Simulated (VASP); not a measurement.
# SnO (Pm-3m) in VASP: notebook, part 2 of 2

VASP 6.6.1.

### 3 Density of states, PBEsol

The input, POSCAR:

```
SnO
1.0
    3.1319300000      0.0000000000      0.0000000000
    0.0000000000      3.1319300000      0.0000000000
    0.0000000000      0.0000000000      3.1319300000
Sn O
1 1
Direct
    0.0000000000      0.0000000000      0.0000000000
    0.5000000000      0.5000000000      0.5000000000
```

The input, INCAR.step1:

```
  PREC = Accurate
  ENCUT = 520
  EDIFF = 1E-6
  ISMEAR = 0
  SIGMA = 0.02
  LREAL = False
  LASPH = True
  NELM = 60
  ALGO = Normal
  ISIF = 2
  LWAVE = False
  LCHARG = True
  GGA = PS
  NBANDS = 17
```

The input, KPOINTS.step1:

```
Automatic mesh
0
Gamma
  9 9 9
```

The input, INCAR.step2:

```
  PREC = Accurate
  ENCUT = 520
  EDIFF = 1E-6
  ISMEAR = -5
  SIGMA = 0.02
  LREAL = False
  LASPH = True
  NELM = 60
  ALGO = Normal
  ISIF = 2
  LWAVE = False
  LCHARG = False
  GGA = PS
  LORBIT = 11
  NBANDS = 17
  NEDOS = 1001
  ICHARG = 11
```

The input, KPOINTS.step2:

```
Automatic mesh
0
Gamma
  14 14 14
```

Potentials or basis: VASP PAW PBE potentials, release 64 (Sn_d, O).

The run is started by

```bash
$ cat potpaw_PBE.64/Sn_d/POTCAR potpaw_PBE.64/O/POTCAR > POTCAR
$ cp INCAR.step1 INCAR
$ cp KPOINTS.step1 KPOINTS
$ mpirun -np 1 vasp_std > vasp.out
$ cp INCAR.step2 INCAR
$ cp KPOINTS.step2 KPOINTS
$ mpirun -np 1 vasp_std > vasp.out
```

OUTCAR:

```text
PREC = Accurate
   ENCUT = 520
   EDIFF = 1E-6
   ISMEAR = -5
   LREAL = False
   LASPH = True
   NELM = 60
   ISIF = 2
   GGA = PS
   LORBIT = 11
   ICHARG = 11

 ion  position               nearest neighbor table
   1  0.000  0.000  0.000-   2 2.71   2 2.71   2 2.71   2 2.71   2 2.71   2 2.71   2 2.71   2 2.71

   2  0.500  0.500  0.500-   1 2.71   1 2.71   1 2.71   1 2.71   1 2.71   1 2.71   1 2.71   1 2.71

[... 680 lines left out ...]
  -------------------------------------------------------------------------------------
  Total       -0.9400928     -0.9400928     -0.9400928      0.0000000      0.0000000     -0.0000000
  in kB      -49.0281098    -49.0281098    -49.0281098      0.0000000      0.0000000     -0.0000000
  external PRESSURE =     -49.0281098 kB  Pullay stress =       0.0000000 kB

 VOLUME and BASIS-vectors are now :
 -----------------------------------------------------------------------------
  energy-cutoff  :      520.00
  volume of cell :       30.72
      direct lattice vectors                 reciprocal lattice vectors
     3.131930000  0.000000000  0.000000000     0.319291938  0.000000000  0.000000000
     0.000000000  3.131930000  0.000000000     0.000000000  0.319291938  0.000000000
     0.000000000  0.000000000  3.131930000     0.000000000  0.000000000  0.319291938

 POSITION                                       TOTAL-FORCE (eV/Angst)
 -----------------------------------------------------------------------------------
      0.00000      0.00000      0.00000         0.000000      0.000000      0.000000
      1.56597      1.56597      1.56597         0.000000      0.000000      0.000000
 -----------------------------------------------------------------------------------
    total drift:                                0.000000      0.000000     -0.000000

  FREE ENERGIE OF THE ION-ELECTRON SYSTEM (eV)
  ---------------------------------------------------
  free  energy   TOTEN  =       -10.6126702262 eV

  energy  without entropy=      -10.6126702262  energy(sigma->0) =      -10.61267023

 total charge

# of ion       s       p       d       tot
------------------------------------------
    1        1.400   0.590  10.016  12.006
    2        1.590   3.238   0.000   4.828
--------------------------------------------------
tot          2.990   3.828  10.016  16.834
```

OUTCAR.step1:

```text
PREC = Accurate
   ENCUT = 520
   EDIFF = 1E-6
   ISMEAR = 0
   LREAL = False
[... 705 lines left out ...]
      0.00000      0.00000      0.00000         0.000000      0.000000      0.000000
      1.56597      1.56597      1.56597         0.000000      0.000000      0.000000
 -----------------------------------------------------------------------------------
    total drift:                                0.000000      0.000000     -0.000000

  FREE ENERGIE OF THE ION-ELECTRON SYSTEM (eV)
  ---------------------------------------------------
  free  energy   TOTEN  =       -10.6137615997 eV

  energy  without entropy=      -10.6137615997  energy(sigma->0) =      -10.61376160
```

It took 24 s on 1 thread of Intel Xeon 6975P-C (Granite Rapids), shared host; peak memory 0.17 GiB.

Results:

* Valence electrons inside the program's atomic spheres: Sn 12.01; O 4.83

States per cell in windows of 1 eV (zero at the valence-band top; states under -8 eV left out):
```csv
from (eV),total,O2_p,Sn1_p,Sn1_s,Sn1_d,O2_s,O2_d
-8.0,1.04,0.10,0.04,0.50,0.01,0.05,0.00
-7.0,0.36,0.05,0.03,0.14,0.00,0.00,0.00
-6.0,0.23,0.06,0.03,0.05,0.00,0.00,0.00
-5.0,0.83,0.30,0.15,0.02,0.01,0.01,0.00
-4.0,1.12,0.46,0.15,0.05,0.02,0.01,0.00
-3.0,1.62,0.85,0.09,0.12,0.03,0.01,0.00
-2.0,1.51,0.87,0.04,0.17,0.02,0.00,0.00
-1.0,0.95,0.51,0.04,0.17,0.01,0.01,0.00
0.0,0.19,0.04,0.07,0.01,0.00,0.00,0.00
1.0,0.68,0.16,0.26,0.02,0.01,0.01,0.00
2.0,1.26,0.30,0.50,0.02,0.03,0.02,0.00
3.0,0.87,0.21,0.36,0.02,0.03,0.00,0.00
4.0,0.62,0.11,0.27,0.02,0.04,0.00,0.00
5.0,0.59,0.07,0.28,0.03,0.03,0.00,0.00
6.0,0.62,0.06,0.33,0.03,0.03,0.00,0.00
7.0,0.98,0.07,0.59,0.02,0.02,0.00,0.00
```

Caveat: the PAW data sets were made with another functional, which shifts forces and pressure a little.

### 4 Electric field gradients, PBEsol

The input, INCAR:

```
SYSTEM = SnO
PREC = Accurate
ENCUT = 520
EDIFF = 1E-8
ISMEAR = 0
SIGMA = 0.02
LREAL = .False.
LASPH = .True.
NELM = 60
ALGO = Normal
ISIF = 2
LWAVE = .False.
LCHARG = .False.
GGA = PS
LEFG = .True.
```

The input, KPOINTS:

```
regular mesh
0
Gamma
  9 9 9
  0 0 0
```

POSCAR is that of step 3.

Potentials or basis: VASP PAW PBE potentials, release 64 (Sn_d, O).

The run is started by

```bash
$ cat potpaw_PBE.64/Sn_d/POTCAR potpaw_PBE.64/O/POTCAR > POTCAR
$ mpirun -np 1 vasp_std > vasp.out
```

OUTCAR:

```text
SYSTEM = SnO
   PREC = Accurate
   ENCUT = 520
   EDIFF = 1E-8
   ISMEAR = 0
   LREAL = .False.
   LASPH = .True.
   NELM = 60
   ISIF = 2
   GGA = PS

 ion  position               nearest neighbor table
   1  0.000  0.000  0.000-   2 2.71   2 2.71   2 2.71   2 2.71   2 2.71   2 2.71   2 2.71   2 2.71

   2  0.500  0.500  0.500-   1 2.71   1 2.71   1 2.71   1 2.71   1 2.71   1 2.71   1 2.71   1 2.71

  LATTYP: Found a simple cubic cell.
 ALAT       =     3.1319300000

  Lattice vectors:

 A1 = (   3.1319300000,   0.0000000000,   0.0000000000)
 A2 = (   0.0000000000,   3.1319300000,   0.0000000000)
 A3 = (   0.0000000000,   0.0000000000,   3.1319300000)

Analysis of symmetry for initial positions (statically):
=====================================================================
 Subroutine PRICEL returns:
 Original cell was already a primitive cell.

 Routine SETGRP: Setting up the symmetry group for a
 simple cubic supercell.

[... 598 lines left out ...]
  volume of cell :       30.72
      direct lattice vectors                 reciprocal lattice vectors
     3.131930000  0.000000000  0.000000000     0.319291938  0.000000000  0.000000000
     0.000000000  3.131930000  0.000000000     0.000000000  0.319291938  0.000000000
     0.000000000  0.000000000  3.131930000     0.000000000  0.000000000  0.319291938

 POSITION                                       TOTAL-FORCE (eV/Angst)
 -----------------------------------------------------------------------------------
      0.00000      0.00000      0.00000         0.000000      0.000000      0.000000
      1.56597      1.56597      1.56597         0.000000      0.000000      0.000000
 -----------------------------------------------------------------------------------
    total drift:                                0.000000      0.000000     -0.000000

  FREE ENERGIE OF THE ION-ELECTRON SYSTEM (eV)
  ---------------------------------------------------
  free  energy   TOTEN  =       -10.6137614374 eV

  energy  without entropy=      -10.6137614374  energy(sigma->0) =      -10.61376144

 Electric field gradients (V/A^2)
---------------------------------------------------------------------
 ion       V_xx      V_yy      V_zz      V_xy      V_xz      V_yz
---------------------------------------------------------------------
   1      -0.000    -0.000    -0.000     0.000    -0.000     0.000
   2       0.000    -0.000     0.000    -0.000     0.000    -0.000
---------------------------------------------------------------------

 Electric field gradients after diagonalization (V/A^2)
 (convention: |V_zz| > |V_xx| > |V_yy|)
----------------------------------------------------------------------
 ion       V_xx      V_yy      V_zz     asymmetry (V_yy - V_xx)/ V_zz
----------------------------------------------------------------------
   1      -0.000    -0.000    -0.000      -0.539
   2       0.000    -0.000     0.000      -0.366
----------------------------------------------------------------------

           NMR quadrupolar parameters

 Cq : quadrupolar parameter    Cq=e*Q*V_zz/h
 eta: asymmetry parameters     (V_yy - V_xx)/ V_zz
 Q  : nuclear electric quadrupole moment in mb (millibarn)
----------------------------------------------------------------------
 ion       Cq(MHz)       eta       Q (mb)
----------------------------------------------------------------------
   1      -0.000      -0.539       1.000
   2       0.000      -0.366       1.000
----------------------------------------------------------------------
```

OSZICAR:

```text
N       E                     dE             d eps       ncg     rms          rms(c)
DAV:   1     0.146589429803E+03    0.14659E+03   -0.10849E+04  1010   0.221E+03
DAV:   2     0.548555917338E+00   -0.14604E+03   -0.14085E+03  1118   0.452E+02
DAV:   3    -0.120282806485E+02   -0.12577E+02   -0.12530E+02  1154   0.116E+02
DAV:   4    -0.122899417052E+02   -0.26166E+00   -0.26160E+00  1090   0.185E+01
DAV:   5    -0.122978610930E+02   -0.79194E-02   -0.79193E-02  1256   0.304E+00    0.734E+00
DAV:   6    -0.109219542002E+02    0.13759E+01   -0.11353E+01  1278   0.470E+01    0.505E+00
DAV:   7    -0.106462417517E+02    0.27571E+00   -0.18003E+00  1116   0.876E+00    0.127E+00
DAV:   8    -0.106141616153E+02    0.32080E-01   -0.17280E-01  1094   0.404E+00    0.192E-01
DAV:   9    -0.106137667198E+02    0.39490E-03   -0.56700E-03  1172   0.896E-01    0.823E-02
DAV:  10    -0.106137922819E+02   -0.25562E-04   -0.70900E-04  1226   0.470E-01    0.309E-02
DAV:  11    -0.106137786335E+02    0.13648E-04   -0.27025E-04  1208   0.272E-01    0.295E-02
DAV:  12    -0.106137615988E+02    0.17035E-04   -0.43447E-05  1220   0.952E-02    0.285E-03
DAV:  13    -0.106137616220E+02   -0.23123E-07   -0.23239E-06  1050   0.145E-02    0.150E-03
DAV:  14    -0.106137614540E+02    0.16791E-06   -0.90640E-08  1214   0.280E-03    0.861E-04
DAV:  15    -0.106137614397E+02    0.14391E-07   -0.45567E-08  1040   0.255E-03    0.568E-05
DAV:  16    -0.106137614374E+02    0.22551E-08   -0.59995E-10   568   0.268E-04
   1 F= -.10613761E+02 E0= -.10613761E+02  d E =-.617721E-40
```

It took 12 s on 1 thread of Intel Xeon 6975P-C (Granite Rapids), shared host; peak memory 0.13 GiB.

Results:

```
Free energy            : -10.6138 eV
Pressure               : -5.0 GPa
Band gap on the k mesh : 0.42 eV, indirect (least direct gap 0.91 eV)
```

Electric field gradients, principal values (V/Å²):
```csv
atom,Vxx,Vyy,Vzz
1 Sn,0.000,0.000,0.000
2 O,0.000,0.000,0.000
```

Caveat: the PAW data sets were made with another functional, which shifts forces and pressure a little; spin-orbit coupling is left out, which moves the levels of the heavy elements; an odd mesh through Γ misses points on the zone boundary, where band edges often lie.

### 5 For comparison

An earlier run on the cell as given: functional PBE; potentials or basis VASP PAW PBE potentials, release 64 (Sn_d, O); cutoff 520 eV; k mesh 9 × 9 × 9; occupations fermi-dirac, width 0.05 eV; no spin polarisation.

* Pressure: 0.0 GPa
* Band gap on the k mesh: 0.47 eV, indirect (least direct gap 0.92 eV)

### 6 Summary

```tsv
task	level	smearing	k mesh for the DOS	occupations for the DOS	gap on the mesh (eV)	pressure (GPa)
optical spectrum	PBEsol	gaussian 0.02 eV	-	-	0.42	-5.0
density of states	PBEsol	gaussian 0.02 eV	14 × 14 × 14	tetrahedron	-	-
electric field gradients	PBEsol	gaussian 0.02 eV	-	-	0.42	-5.0
single point	PBE	fermi-dirac 0.05 eV	-	-	0.47	0.0
```

Alike in all rows: potentials or basis VASP PAW PBE potentials, release 64 (Sn_d, O); no spin polarisation; cell as given; k mesh 9 × 9 × 9; cutoff (eV) 520.

On the cell as given the gap runs from 0.42 eV (PBEsol) to 0.47 eV (PBE). The pressure there spans -5.0 GPa (PBEsol) to 0.0 GPa (PBE); a positive pressure means that this level wants a larger cell, a negative one a smaller.

Caveats: the PAW data sets were made with another functional, which shifts forces and pressure a little (some runs); spin-orbit coupling is left out, which moves the levels of the heavy elements (some runs); an odd mesh through Γ misses points on the zone boundary, where band edges often lie (some runs); spectra need much finer meshes, so this one isn't converged (some runs); independent-particle spectra lack excitons (some runs).

Absolute energies hang on the potentials; compare differences alone.
